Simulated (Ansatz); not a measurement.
# The perfect armchair graphene nanoribbon (N = 15, H edges), part 3 of 4

What gap, if any, does the armchair graphene nanoribbon (N = 15, H edges) have, and how does it change with the functional and under strain?

Ansatz 0.2.0; DFT PBE, plane waves, PAW; relaxation of a wire's period (the session's first sound run).

So far, band gap (eV): step 3 (the wire at its relaxed period, PBE) 0.492; step 4 (LDA PBE, k-mesh 1×1×14) 0.487; step 5 (PBEsol PBE, k-mesh 1×1×14) 0.491; step 6 (r2SCAN PBE, cutoff 500 eV, k-mesh 1×1×14) 0.530.

## 8. At a strained period, period over the relaxed period 1.03, k-mesh 1×1×14

This step: DFT PBE, plane waves, PAW; relaxation at a fixed period (Ansatz 0.2.0).

The period is set to 1.03 times the relaxed one and the atoms relax within it: strain changes bond lengths and angles, which shifts the bands against each other. Against the first PBE run of this kind, the mesh along the wire has 14 points against 19.

The cell differs from the one that the last finished run ended in (c 4.286 → 4.415 Å).

Contents of input.yaml:

```yaml
crystal:
  lattice:
    - [26.07, 0.0, 0.0]
    - [0.0, 7.0, 0.0]
    - [0.0, 0.0, 4.414777492]
  atoms:
    - { symbol: C, position: [0.170134017, 0.5, 0.006750715] }
    - { symbol: C, position: [0.263513217, 0.5, 0.999913448] }
    - { symbol: C, position: [0.358209922, 0.5, 0.999590986] }
    - { symbol: C, position: [0.452782149, 0.5, 0.000250557] }
    - { symbol: C, position: [0.547217851, 0.5, 0.000250557] }
    - { symbol: C, position: [0.641790078, 0.5, 0.999590986] }
    - { symbol: C, position: [0.736486783, 0.5, 0.999913448] }
    - { symbol: C, position: [0.829865983, 0.5, 0.006750715] }
    - { symbol: C, position: [0.170134017, 0.5, 0.326582618] }
    - { symbol: C, position: [0.263513217, 0.5, 0.333419885] }
    - { symbol: C, position: [0.358209922, 0.5, 0.333742348] }
    - { symbol: C, position: [0.452782149, 0.5, 0.333082777] }
    - { symbol: C, position: [0.547217851, 0.5, 0.333082777] }
    - { symbol: C, position: [0.641790078, 0.5, 0.333742348] }
    - { symbol: C, position: [0.736486783, 0.5, 0.333419885] }
    - { symbol: C, position: [0.829865983, 0.5, 0.326582618] }
    - { symbol: H, position: [0.133401528, 0.5, 0.446742977] }
    - { symbol: H, position: [0.866598472, 0.5, 0.446742977] }
    - { symbol: C, position: [0.216323142, 0.5, 0.498749719] }
    - { symbol: C, position: [0.311019191, 0.5, 0.500603936] }
    - { symbol: C, position: [0.405409118, 0.5, 0.500139903] }
    - { symbol: C, position: [0.5, 0.5, 0.499722309] }
    - { symbol: C, position: [0.594590882, 0.5, 0.500139903] }
    - { symbol: C, position: [0.688980809, 0.5, 0.500603936] }
    - { symbol: C, position: [0.783676858, 0.5, 0.498749719] }
    - { symbol: C, position: [0.216323142, 0.5, 0.834583614] }
    - { symbol: C, position: [0.311019191, 0.5, 0.832729397] }
    - { symbol: C, position: [0.405409118, 0.5, 0.83319343] }
    - { symbol: C, position: [0.5, 0.5, 0.833611024] }
    - { symbol: C, position: [0.594590882, 0.5, 0.83319343] }
    - { symbol: C, position: [0.688980809, 0.5, 0.832729397] }
    - { symbol: C, position: [0.783676858, 0.5, 0.834583614] }
    - { symbol: H, position: [0.133401528, 0.5, 0.886590356] }
    - { symbol: H, position: [0.866598472, 0.5, 0.886590356] }
kpoints:
  mp_grid: { grid: [1, 1, 14] }
  band_path: { path: ["Γ", Z], npoints: 50 }
scf:
  occupations: { method: fermi_dirac, width: 0.05 }
hamiltonian:
  xc: pbe
relax:
  max_steps: 40
  f_tol: 0.02
output:
  stress: true
```

Started as:

```console
ansatz run input.yaml --threads 4 --pin off --max-ram 16384MiB --backend cpu --events-out ev --progress --plain --runs-dir out
```

Numbers of over 12 decimals in the logs are rounded to 6 here.

Log:

```text
Warning: output.stress: scf.convergence.dr2_threshold = 1e-7 eV (the SCF's general default) is looser than the 3.4e-9 eV advised for a printed stress (1e-10 eV for each atom of the cell: 34). What an SCF threshold leaves in a stress goes as its square root, and in the free energy as the threshold itself, and one threshold admits the most on a small cell: [figures from the program's tests cut] Every solve of this run  [...]
[...]
Crystal: 34 atoms, lattice volume = 805.653 Å³
Basis set: ecut = 420 eV, 15771 PW (Γ), exchange–correlation on 360×96×60 points (8 copies of the dense FFT grid, shifted against one another)
Bands: 96, of which v1, the nominal top of the filled ones, is band 62 counted from 1 (61 counted from 0)
Symmetry: 8 space group operations
[...]
k-points: 8 of 14
[...]
SCF iter   1: F=—  HF=-7590.734922 eV  |F-HF|=—  |Δ(HF+E_count)|=         —  Δρ=2.74e-3  dr2=1.65e-1  ethr=1.77e-3  ⟨swp⟩=10.0  Hψ=4560  notcnv=0  defer=135
[...]
SCF iter   7: F=-7590.698653 eV  HF=-7590.698653 eV  |F-HF|=7.24e-7  |Δ(HF+E_count)|=   2.59e-5  Δρ=1.68e-5  dr2=2.96e-6  ethr=8.06e-9  ⟨swp⟩=4.0  Hψ=2252  notcnv=0
SCF 1 converged in 7 iterations: F = -7590.698653 eV  dr2 = 2.96e-6
[...]
relax step   1: F+E_penalty+E_count = -7590.69865275 eV  Δ(F+E_penalty+E_count) = +0.000e0 eV  max|allowed force component| = 8.321e-1 eV/Å  Δτ_max = 0.0000 Å  (7 SCF iters, dr2 threshold 1.00e-5 eV, accepted)
[...]
SCF iter   6: F=-7590.760351 eV  HF=-7590.760352 eV  |F-HF|=8.53e-7  |Δ(HF+E_count)|=   1.20e-5  Δρ=3.26e-5  dr2=6.02e-6  ethr=3.49e-8  ⟨swp⟩=4.0  Hψ=2135  notcnv=0
SCF 2 converged in 6 iterations: F = -7590.760351 eV  dr2 = 6.02e-6
[...]
relax step   2: F+E_penalty+E_count = -7590.76035119 eV  Δ(F+E_penalty+E_count) = -6.170e-2 eV  max|allowed force component| = 2.687e-1 eV/Å  Δτ_max = 0.0423 Å  (6 SCF iters, dr2 threshold 4.33e-5 eV, accepted)
SCF iter   1: F=—  HF=-7590.768079 eV  |F-HF|=—  |Δ(HF+E_count)|=         —  Δρ=1.37e-3  dr2=8.11e-3  ethr=6.08e-5  ⟨swp⟩=3.8  Hψ=1873  notcnv=0  defer=223
[...]
SCF iter   6: F=-7590.766489 eV  HF=-7590.766489 eV  |F-HF|=3.20e-8  |Δ(HF+E_count)|=   1.48e-6  Δρ=1.02e-5  dr2=7.23e-7  ethr=3.64e-9  ⟨swp⟩=4.0  Hψ=2198  notcnv=0
SCF 3 converged in 6 iterations: F = -7590.766489 eV  dr2 = 7.23e-7
[...]
relax step   3: F+E_penalty+E_count = -7590.76648888 eV  Δ(F+E_penalty+E_count) = -6.138e-3 eV  max|allowed force component| = 4.787e-2 eV/Å  Δτ_max = 0.0148 Å  (6 SCF iters, dr2 threshold 4.51e-6 eV, accepted)
SCF iter   1: F=—  HF=-7590.766294 eV  |F-HF|=—  |Δ(HF+E_count)|=         —  Δρ=6.92e-5  dr2=2.82e-5  ethr=1.21e-7  ⟨swp⟩=2.6  Hψ=1490  notcnv=0  defer=219
[...]
SCF iter   5: F=-7590.766593 eV  HF=-7590.766593 eV  |F-HF|=3.43e-8  |Δ(HF+E_count)|=   1.14e-7  Δρ=2.30e-6  dr2=6.09e-8  ethr=8.06e-11  ⟨swp⟩=3.8  Hψ=2377  notcnv=0
SCF 4 converged in 5 iterations: F = -7590.766593 eV  dr2 = 6.09e-8
[...]
relax step   4: F+E_penalty+E_count = -7590.76659323 eV  Δ(F+E_penalty+E_count) = -1.043e-4 eV  max|allowed force component| = 1.274e-2 eV/Å  Δτ_max = 0.0006 Å  (5 SCF iters, accepted)
[...]
the search or the solves at the SCF's close seem to have found levels that the self-consistency loop had missed (the run counts 2). By its estimate they hold under 1e-12 electrons; where the run keeps them, the occupations were computed again with them
[...]
SCF converged after 5 iterations
Free energy (F): -7590.766593 eV
[...]
Internal energy: -7590.766548 eV  (E = F + TS)
E sigma→0 (E₀):  -7590.766570 eV
Entropy (-TS):   -0.000046 eV (-0.001 meV/atom)
Fermi energy:    -0.339086 eV
[...]
--- Forces (eV/Å), atoms counted from 1 ---
  atom   1  C     -0.00083544    -0.00000000    -0.00230351
  atom   2  C      0.00103202     0.00000000     0.00687694
  atom   3  C      0.00083871     0.00000000     0.00299041
  atom   4  C      0.00062374     0.00000000     0.00414742
  atom   5  C     -0.00062374     0.00000000     0.00414742
  atom   6  C     -0.00083871     0.00000000     0.00299041
  atom   7  C     -0.00103202     0.00000000     0.00687694
  atom   8  C      0.00083544    -0.00000000    -0.00230351
  atom   9  C     -0.00083544    -0.00000000     0.00230351
  atom  10  C      0.00103202    -0.00000000    -0.00687694
  atom  11  C      0.00083871    -0.00000000    -0.00299041
  atom  12  C      0.00062374    -0.00000000    -0.00414742
  atom  13  C     -0.00062374    -0.00000000    -0.00414742
  atom  14  C     -0.00083871    -0.00000000    -0.00299041
  atom  15  C     -0.00103202    -0.00000000    -0.00687694
  atom  16  C      0.00083544     0.00000000     0.00230351
  atom  17  H     -0.00246320    -0.00000000    -0.00009480
  atom  18  H      0.00246320     0.00000000    -0.00009480
  atom  19  C      0.00091112    -0.00000000     0.01274335
  atom  20  C     -0.00097990     0.00000000     0.00188583
  atom  21  C     -0.00093095     0.00000000     0.00388752
  atom  22  C     -0.00000000     0.00000000     0.00270127
  atom  23  C      0.00093095     0.00000000     0.00388752
  atom  24  C      0.00097990     0.00000000     0.00188583
  atom  25  C     -0.00091112    -0.00000000     0.01274335
  atom  26  C      0.00091112     0.00000000    -0.01274335
  atom  27  C     -0.00097990    -0.00000000    -0.00188583
  atom  28  C     -0.00093095    -0.00000000    -0.00388752
  atom  29  C      0.00000000    -0.00000000    -0.00270127
  atom  30  C      0.00093095    -0.00000000    -0.00388752
  atom  31  C      0.00097990    -0.00000000    -0.00188583
  atom  32  C     -0.00091112     0.00000000    -0.01274335
  atom  33  H     -0.00246320    -0.00000000     0.00009480
  atom  34  H      0.00246320    -0.00000000     0.00009480
  max |Σ_I F_I| component: 6.74e-18 eV/Å
--- Stress (GPa, compression-positive) ---
        0.016383      -0.000000       0.000000
       -0.000000       0.134321      -0.000000
        0.000000      -0.000000      -9.175244
  P = ⅓ Tr σ = -3.0082 GPa (-30.082 kbar)
--- Band table (eV; the first three rows and the last of 8) ---
  k-point 0: bands = [... 58 lower, -1.8172, -1.4975, -0.8266, -0.7488, 0.0637, 0.2037, 0.6848, 1.0632, ... 30 higher]
  k-point 1: bands = [... 58 lower, -1.8353, -1.7091, -1.0729, -0.9955, 0.3566, 0.3875, 0.9114, 1.2465, ... 30 higher]
  k-point 2: bands = [... 58 lower, -2.1820, -1.8976, -1.6097, -1.3563, 0.6740, 0.9274, 1.2276, 1.4306, ... 30 higher]
  k-point 7: bands = [... 58 lower, -3.3678, -2.8918, -2.7312, -2.5207, 1.4406, 1.7201, 1.8949, 2.5815, ... 30 higher]
--- Relaxed structure (4 steps of the walk, 4 accepted, 0 SCFs on fresh bases) ---
  F+E_penalty+E_count = -7590.76659323 eV   max|allowed force component| = 1.274e-2 eV/Å
  atoms:
    - { symbol: C, position: [0.171974, 0.5, 0.00961097] }
    - { symbol: C, position: [0.264602, 0.5, 1.000519] }
    - { symbol: C, position: [0.358851, 0.5, 1.000011] }
    - { symbol: C, position: [0.453004, 0.5, 0.00087024] }
    - { symbol: C, position: [0.546996, 0.5, 0.00087024] }
    - { symbol: C, position: [0.641149, 0.5, 1.000011] }
    - { symbol: C, position: [0.735398, 0.5, 1.000519] }
    - { symbol: C, position: [0.828026, 0.5, 0.00961097] }
    - { symbol: C, position: [0.171974, 0.5, 0.323722] }
    - { symbol: C, position: [0.264602, 0.5, 0.332815] }
    - { symbol: C, position: [0.358851, 0.5, 0.333323] }
    - { symbol: C, position: [0.453004, 0.5, 0.332463] }
    - { symbol: C, position: [0.546996, 0.5, 0.332463] }
    - { symbol: C, position: [0.641149, 0.5, 0.333323] }
    - { symbol: C, position: [0.735398, 0.5, 0.332815] }
    - { symbol: C, position: [0.828026, 0.5, 0.323722] }
    - { symbol: H, position: [0.134868, 0.5, 0.437250] }
    - { symbol: H, position: [0.865132, 0.5, 0.437250] }
    - { symbol: C, position: [0.217576, 0.5, 0.499314] }
    - { symbol: C, position: [0.311903, 0.5, 0.501255] }
    - { symbol: C, position: [0.405846, 0.5, 0.500795] }
    - { symbol: C, position: [0.500000, 0.5, 0.500179] }
    - { symbol: C, position: [0.594154, 0.5, 0.500795] }
    - { symbol: C, position: [0.688097, 0.5, 0.501255] }
    - { symbol: C, position: [0.782424, 0.5, 0.499314] }
    - { symbol: C, position: [0.217576, 0.5, 0.834020] }
    - { symbol: C, position: [0.311903, 0.5, 0.832079] }
    - { symbol: C, position: [0.405846, 0.5, 0.832538] }
    - { symbol: C, position: [0.500000, 0.5, 0.833155] }
    - { symbol: C, position: [0.594154, 0.5, 0.832538] }
    - { symbol: C, position: [0.688097, 0.5, 0.832079] }
    - { symbol: C, position: [0.782424, 0.5, 0.834020] }
    - { symbol: H, position: [0.134868, 0.5, 0.896083] }
    - { symbol: H, position: [0.865132, 0.5, 0.896083] }
```

Run time: 1.7 min. Hardware: 4 threads of Arm Neoverse V1, shared host; peak memory 2.9 GiB; 6.7 min of CPU time.

The steps of the relaxation:

```csv
step,energy less that of the first step (eV),largest force component (eV/Å)
1,0.0000,0.8321
2,-0.0617,0.2687
3,-0.0678,0.0479
4,-0.0679,0.0127
```

The run keeps the 8 symmetry operations that it works with, so distortions that break them were not tested.

The atoms that moved most (Å):

| atom | dx | dy | dz | length |
| --- | --- | --- | --- | --- |
| H34 | -0.038 | 0.000 | 0.042 | 0.057 |
| H33 | 0.038 | 0.000 | 0.042 | 0.057 |
| H18 | -0.038 | 0.000 | -0.042 | 0.057 |
| H17 | 0.038 | 0.000 | -0.042 | 0.057 |
| C8 | -0.048 | 0.000 | 0.013 | 0.050 |
| C1 | 0.048 | 0.000 | 0.013 | 0.050 |
| C16 | -0.048 | 0.000 | -0.013 | 0.050 |
| C9 | 0.048 | 0.000 | -0.013 | 0.050 |

Final coordinates:

```cif
data_structure
_symmetry_space_group_name_H-M 'P 1'
_symmetry_Int_Tables_number 1
_cell_length_a 26.0700
_cell_length_b 7.0000
_cell_length_c 4.4148
_cell_angle_alpha 90.000
_cell_angle_beta 90.000
_cell_angle_gamma 90.000
_cell_volume 805.65
loop_
_atom_site_label
_atom_site_type_symbol
_atom_site_fract_x
_atom_site_fract_y
_atom_site_fract_z
_atom_site_occupancy
C1 C 0.17197 0.50000 0.00961 1
C2 C 0.26460 0.50000 0.00052 1
C3 C 0.35885 0.50000 0.00001 1
C4 C 0.45300 0.50000 0.00087 1
C5 C 0.54700 0.50000 0.00087 1
C6 C 0.64115 0.50000 0.00001 1
C7 C 0.73540 0.50000 0.00052 1
C8 C 0.82803 0.50000 0.00961 1
C9 C 0.17197 0.50000 0.32372 1
C10 C 0.26460 0.50000 0.33281 1
C11 C 0.35885 0.50000 0.33332 1
C12 C 0.45300 0.50000 0.33246 1
C13 C 0.54700 0.50000 0.33246 1
C14 C 0.64115 0.50000 0.33332 1
C15 C 0.73540 0.50000 0.33281 1
C16 C 0.82803 0.50000 0.32372 1
H17 H 0.13487 0.50000 0.43725 1
H18 H 0.86513 0.50000 0.43725 1
C19 C 0.21758 0.50000 0.49931 1
C20 C 0.31190 0.50000 0.50125 1
C21 C 0.40585 0.50000 0.50079 1
C22 C 0.50000 0.50000 0.50018 1
C23 C 0.59415 0.50000 0.50079 1
C24 C 0.68810 0.50000 0.50125 1
C25 C 0.78242 0.50000 0.49931 1
C26 C 0.21758 0.50000 0.83402 1
C27 C 0.31190 0.50000 0.83208 1
C28 C 0.40585 0.50000 0.83254 1
C29 C 0.50000 0.50000 0.83315 1
C30 C 0.59415 0.50000 0.83254 1
C31 C 0.68810 0.50000 0.83208 1
C32 C 0.78242 0.50000 0.83402 1
H33 H 0.13487 0.50000 0.89608 1
H34 H 0.86513 0.50000 0.89608 1
```

This step gave:

| Quantity | Value |
| --- | --- |
| band gap | 0.8125 eV |

The electronic bands at the labelled points (eV, zero at the Fermi level):

| point | band 59 | band 60 | band 61 | band 62 | band 63 | band 64 | band 65 | band 66 |
| --- | --- | --- | --- | --- | --- | --- | --- | --- |
| Γ | -1.48 | -1.16 | -0.49 | -0.41 | 0.40 | 0.54 | 1.02 | 1.40 |
| halfway | -2.36 | -2.12 | -1.71 | -1.65 | 1.56 | 1.57 | 2.12 | 2.26 |
| Z | -3.03 | -2.55 | -2.39 | -2.18 | 1.78 | 2.06 | 2.23 | 2.92 |

The gap is 0.812 eV, against 0.492 eV under PBE at the relaxed period.

## 9. At a strained period, period over the relaxed period 0.97, k-mesh 1×1×15

The period is set to 0.97 times the relaxed one and the atoms relax within it: strain changes bond lengths and angles, which shifts the bands against each other. Against the first PBE run of this kind, the mesh along the wire has 15 points against 19.

The cell differs from the one that the last finished run ended in (c 4.415 → 4.158 Å).

Changes to input.yaml since step 8:

```diff
@@ -4,3 +4,3 @@
     - [0.0, 7.0, 0.0]
-    - [0.0, 0.0, 4.414777492]
+    - [0.0, 0.0, 4.1576059877]
   atoms:
@@ -41,3 +41,3 @@
 kpoints:
-  mp_grid: { grid: [1, 1, 14] }
+  mp_grid: { grid: [1, 1, 15] }
   band_path: { path: ["Γ", Z], npoints: 50 }
```

Log:

```text
[...]
Crystal: 34 atoms, lattice volume = 758.722 Å³
Basis set: ecut = 420 eV, 14793 PW (Γ), exchange–correlation on 360×96×60 points (8 copies of the dense FFT grid, shifted against one another)
Bands: 96, of which v1, the nominal top of the filled ones, is band 62 counted from 1 (61 counted from 0)
Symmetry: 8 space group operations
[...]
- { symbol: H, position: [0.868496, 0.500000, 0.455598] }
[...]
- { symbol: C, position: [0.5, 0.500000, 0.834529] }
    - { symbol: C, position: [0.595132, 0.500000, 0.834374] }
    - { symbol: C, position: [0.690112, 0.500000, 0.833877] }
    - { symbol: C, position: [0.785289, 0.500000, 0.835651] }
    - { symbol: H, position: [0.131504, 0.500000, 0.877735] }
    - { symbol: H, position: [0.868496, 0.500000, 0.877735] }
[key lines of the parts left out:]
SCF converged after 6 iterations
Free energy (F): -7590.694605 eV
Fermi energy:    0.062060 eV
P = ⅓ Tr σ = 3.5681 GPa (35.681 kbar)
```

The job ended after 92 s (4 threads; peak memory 2.8 GiB; 6 min of CPU time).

Step by step:

```
step  energy less that of the first step (eV)  largest force component (eV/Å)
   1                                   0.0000                          1.1892
   2                                  -0.0896                          0.2974
   3                                  -0.1020                          0.0479
   4                                  -0.1023                          0.0100
```

Forces are held to the 8 operations that the run works with; a distortion that breaks them can't arise in this run.

The atoms that moved most (Å):

```
atom      dx     dy      dz  length
 H17  -0.049  0.000   0.037   0.062
 H18   0.049  0.000   0.037   0.062
 H33  -0.049  0.000  -0.037   0.062
 H34   0.049  0.000  -0.037   0.062
 C16   0.058  0.000   0.012   0.059
  C9  -0.058  0.000   0.012   0.059
  C8   0.058  0.000  -0.012   0.059
  C1  -0.058  0.000  -0.012   0.059
```

Final coordinates:

```xyz
34
Lattice="26.0700 0.0000 0.0000 0.0000 7.0000 0.0000 0.0000 0.0000 4.1576" Properties=species:S:1:pos:R:3
C     4.3774    3.5000    0.0161
C     6.8339    3.5000    4.1523
C     9.3173    3.5000    4.1522
C    11.7964    3.5000   -0.0037
C    14.2736    3.5000   -0.0037
C    16.7527    3.5000    4.1522
C    19.2361    3.5000    4.1523
C    21.6926    3.5000    0.0161
C     4.3774    3.5000    1.3698
C     6.8339    3.5000    1.3912
C     9.3173    3.5000    1.3913
C    11.7964    3.5000    1.3896
C    14.2736    3.5000    1.3896
C    16.7527    3.5000    1.3913
C    19.2361    3.5000    1.3912
C    21.6926    3.5000    1.3698
H     3.4283    3.5000    1.8942
H    22.6417    3.5000    1.8942
C     5.5975    3.5000    2.0692
C     8.0788    3.5000    2.0765
C    10.5549    3.5000    2.0745
C    13.0350    3.5000    2.0738
C    15.5151    3.5000    2.0745
C    17.9912    3.5000    2.0765
C    20.4725    3.5000    2.0692
C     5.5975    3.5000    3.4743
C     8.0788    3.5000    3.4669
C    10.5549    3.5000    3.4690
C    13.0350    3.5000    3.4696
C    15.5151    3.5000    3.4690
C    17.9912    3.5000    3.4669
C    20.4725    3.5000    3.4743
H     3.4283    3.5000    3.6493
H    22.6417    3.5000    3.6493
```

This step gave:

| Quantity | Value |
| --- | --- |
| energy at zero smearing | -7590.6914 eV |
| band gap | 0.1505 eV |

Electronic bands along the path, in eV, zero at the Fermi level:

```csv
point,band 59,band 60,band 61,band 62,band 63,band 64,band 65,band 66
Γ,-1.41,-0.90,-0.83,-0.08,0.08,0.83,0.86,1.33
halfway,-2.71,-2.23,-2.10,-1.90,1.55,1.64,2.08,2.36
Z,-3.40,-2.90,-2.80,-2.58,1.70,2.03,2.10,2.90
```

The gap is 0.150 eV, against 0.492 eV under PBE at the relaxed period.

[end of part 3 of 4]

[Logs are printed without paths, hosts, clocks, repeated set-up lines and the standing remarks that a program may print on its own settings, such as how far it seeks lower states.]

[Hosts, paths, dates, database ids (printed as entryN), source tags and the programs' standing remarks are cut or masked in the printed files.]
